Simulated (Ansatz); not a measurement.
`O=C(O)C[SiH3]` + `[NH2][Sn][OH]` → `[NH2][Sn][O][SiH3]` + `CC(=O)O`  (ligand exchange at the Si–C bond)

Computed with Ansatz on PBE0-D4/def2-TZVP structures; ΔE is electronic, products minus reactants. CBS: MP2 limit from def2 TZ/QZ plus the TZ coupled-cluster correction, frozen cores. Functionals use def2-TZVPP. Elements past krypton have def2 core potentials. For Sn outer-core shells are correlated without core-valence functions, which leaves a few kJ/mol of doubt a bond. One conformer a species, not always the lowest.

`O=C(O)C[SiH3]`:

Z-matrix (Å, degrees):
```
C
Si 1 1.886
C 1 1.497 2 111.8
H 1 1.095 2 111.0 3 -121.7
H 1 1.095 2 110.9 3 121.6
H 2 1.488 1 107.5 3 179.9
H 2 1.483 1 110.6 3 -61.5
H 2 1.483 1 110.6 3 61.2
O 3 1.343 1 112.7 2 -179.7
O 3 1.203 1 125.0 2 0.3
H 9 0.968 3 106.6 1 -180.0
```

`[NH2][Sn][OH]`:

```xyz
6

N     0.519   -0.725    0.575
Sn   -1.184    0.345    0.784
O    -1.049    1.324   -0.935
H     0.843   -1.384    1.266
H     1.155   -0.688   -0.208
H    -0.284    1.129   -1.481
```

`[NH2][Sn][O][SiH3]`:

```xyz
9

N    -1.701   -1.154   -0.110
Sn   -1.797    0.344    1.228
O     0.036    1.027    0.864
Si    1.371    0.792   -0.029
H    -0.900   -1.346   -0.694
H    -2.450   -1.806   -0.285
H     1.224   -0.364   -0.966
H     2.545    0.511    0.844
H     1.672    1.996   -0.852
```

`CC(=O)O`:

```xyz
8

C     0.766    0.532    0.229
C    -0.236   -0.514   -0.143
O    -0.002   -1.673   -0.348
O    -1.478   -0.002   -0.230
H     0.759    1.331   -0.514
H     0.495    0.978    1.188
H     1.755    0.085    0.290
H    -2.060   -0.736   -0.472
```

**Question.** Is it downhill or uphill in electronic energy at CCSD(T)/CBS, and by how much? (Estimate.)

**Answer.** Computed: Downhill: ΔE = -28.2 kcal/mol.

**Question.** What do these levels give: PBE0-D4, PBE0, HF/def2-TZVPP, MP2/def2-TZVPP, SCS-MP2/def2-QZVPP, HF/CBS(def2)? (Estimate.)

**Answer.** Computed: PBE0-D4 -26.4, PBE0 -26.2, HF/def2-TZVPP -33.1, MP2/def2-TZVPP -28.6, SCS-MP2/def2-QZVPP -29.6, HF/CBS(def2) -33.6 kcal/mol.

Largest T1 diagnostic among the species: 0.017.

From PBE to PBE0 (25 % exact exchange), in def2-TZVPP and without D4, ΔE moves by −1.3 kcal/mol. In def2-TZVPP, CCSD(T) changes the Hartree–Fock value by +4.9 kcal/mol (the triples alone add +0.6 kcal/mol) and MP2 by +4.5 kcal/mol.
